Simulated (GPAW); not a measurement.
Consider P (P2/m).

```
P
1.0
     2.42469    0.00000    0.00000
     0.00000    2.43854    0.00000
    -0.02031    0.00000    4.85243
P
2
Direct
  0.00000 0.00000 0.74943
  0.00000 0.00000 0.25057
```

Absorber: atom 1, with 3 P at 2.42 Å and 3 P at 2.43 Å (octahedral, site symmetry m). Method: GPAW, LDA, excited-electron core hole (neutral cell), 16-atom cell with 6.8 Å between holes, 4×4×4 k points, dipole transitions, Gaussian full width 0.9 eV up to 4 eV, rising linearly to 3.5 eV at 25 eV.

This is not the structure that P takes at ambient pressure and room temperature (space group No. 64); it is a model or a phase of other conditions.

**Question.** Predict the near-edge structure at the P K edge.

Main maxima up to 24 eV above the zero (height): 0.6 eV (1.32), 1.7 eV (1.79), 3.3 eV (1.93), 5.1 eV (1.87), 6.9 eV (1.43) and 19.8 eV (0.81). A K edge sees empty p states on the absorber. The total-energy difference is 2147.22 eV. One term is added: -15.84 eV, since the hole is spin-paired here and a spin-polarised one costs that much less in the free atom (computed apart). The photon energy is then 2131.38 eV. The functional leaves an error in such absolute values: in the free atom LDA prices this hole 8.5 eV below PBE (computed apart), and PBE is itself good to a few eV.

The P K spectrum (energy from the lowest empty level; intensity scaled to a mean of 1 over the first 20 eV; polarised curves are means over the symmetry-equivalent atoms):

```csv
E (eV),isotropic,ε ∥ x,ε ∥ y
-2.0,0.00,0.00,0.00
-1.5,0.00,0.00,0.00
-1.0,0.01,0.01,0.01
-0.5,0.15,0.14,0.16
0.0,0.72,0.70,0.77
0.5,1.31,1.27,1.36
1.0,1.21,1.21,1.22
1.5,1.70,1.68,1.73
2.0,1.48,1.51,1.43
2.5,1.22,1.20,1.25
3.0,1.77,1.73,1.82
3.5,1.87,1.88,1.85
4.0,1.54,1.54,1.55
4.5,1.64,1.60,1.70
5.0,1.87,1.87,1.86
5.5,1.75,1.78,1.69
6.0,1.38,1.41,1.31
6.5,1.33,1.33,1.34
7.0,1.43,1.45,1.39
7.5,1.22,1.25,1.15
8.0,0.95,0.98,0.91
8.5,0.75,0.76,0.72
9.0,0.58,0.60,0.56
9.5,0.49,0.50,0.47
10.0,0.47,0.47,0.46
10.5,0.50,0.50,0.51
11.0,0.56,0.55,0.57
11.5,0.58,0.57,0.60
12.0,0.58,0.58,0.59
12.5,0.60,0.59,0.61
13.0,0.65,0.64,0.66
13.5,0.71,0.70,0.72
14.0,0.74,0.73,0.75
14.5,0.75,0.75,0.76
15.0,0.76,0.76,0.76
15.5,0.77,0.77,0.77
16.0,0.77,0.77,0.76
16.5,0.74,0.75,0.74
17.0,0.72,0.72,0.71
17.5,0.70,0.71,0.70
18.0,0.72,0.72,0.72
18.5,0.75,0.75,0.75
19.0,0.79,0.79,0.78
19.5,0.80,0.81,0.80
20.0,0.80,0.81,0.80
20.5,0.79,0.80,0.78
21.0,0.77,0.78,0.77
21.5,0.75,0.76,0.75
22.0,0.73,0.73,0.72
22.5,0.70,0.70,0.69
23.0,0.66,0.66,0.65
23.5,0.62,0.62,0.61
24.0,0.57,0.58,0.57
24.5,0.54,0.54,0.54
25.0,0.52,0.52,0.52
25.5,0.52,0.52,0.51
26.0,0.52,0.53,0.52
26.5,0.54,0.54,0.54
```

The unit cell's mesh shows no gap over 0.35 eV. That is right for a metallic compound; for a small-gap or correlated insulator it would be the fault of the functional or of the assumed magnetic order, and the hole would be screened too well. The mesh is coarse (0.32 Å⁻¹ between points), so small maxima may be mesh ripples. The structure is a computed Materials Project entry and may be a hypothetical form.

[Banner, clock and machine lines of the logs are left out without a mark of their own.]

[Logs are printed without paths, hosts, clocks, repeated set-up lines and the standing remarks that a program may print on its own settings, such as how far it seeks lower states.]

[Hosts, paths, dates, database ids (printed as entryN), source tags and the programs' standing remarks are cut or masked in the printed files.]

[Lists of maxima count a maximum above −3 eV only where it reaches 4 % of the highest in the window and stands out from its surroundings by 2 % of it (1.5 % where it reaches 55 %); shoulders and weaker maxima are passed over, and of the rest the first, up to two pre-edge ones and the few strongest are named.]
